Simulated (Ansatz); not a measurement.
Zone-centre phonons of AgBr at 50 GPa: input and output

All numbers below come from DFT LDA, scalar-relativistic, plane waves, PAW (Ansatz).

Launched with:
```bash
ansatz run input.yaml --threads 1 --pin off --max-ram 1228MiB --backend cpu --events-out ev --progress --plain --runs-dir out
```

Input (bare energies are in eV):
```yaml
crystal:
  lattice:
    - [0.0, 2.4991610421, 2.4991610421]
    - [2.4991610421, 0.0, 2.4991610421]
    - [2.4991610421, 2.4991610421, 0.0]
  atoms:
    - { symbol: Ag, position: [0.5, 0.5, 0.5] }
    - { symbol: Br, position: [0.0, 0.0, 0.0] }
basis:
  ecutwfc: 420
kpoints:
  mp_grid: { grid: [12, 12, 12] }
hamiltonian:
  xc: lda
scf:
  occupations: { method: gaussian, width: 0.01 }
output:
  eigenvalues: true
phonons:
  method: dfpt
  eigenvectors: true
```

The end of the output:
```
--- Phonons (Γ-DFPT): 2 representative perturbations + reference, on 163 of 1728 k-points (Σ response iterations 5) ---
  k mesh reduced under 8 symmetry operations, with k and −k counted as one. Each operation leaves every solved perturbation unchanged. A smaller set is not used because it would not reduce the number of displacements ...
  ASR residual: 1.165e-5 → 0.000e0 eV/Å²; symmetrization residual: 3.238e-6 eV/Å²
  ASR residual per site (eV/Å²): 7.34e-6 1.16e-5
  Γ frequencies (cm⁻¹): 0.00 0.00 0.00 221.69 221.69 221.69
  non-analytic LO–TO correction: not included (Born effective charges unavailable; polar crystals: no LO–TO splitting at Γ)
```

It took 22 s on 1 thread of Intel(R) Xeon(R) Platinum 8259CL CPU @ 2.50GHz (Skylake/Cascade Lake), with other jobs on the host, peak memory 0.59 GiB.

Other phases may be more stable at this pressure. The bands were filled as in an insulator; under compression the gap may have closed between mesh points.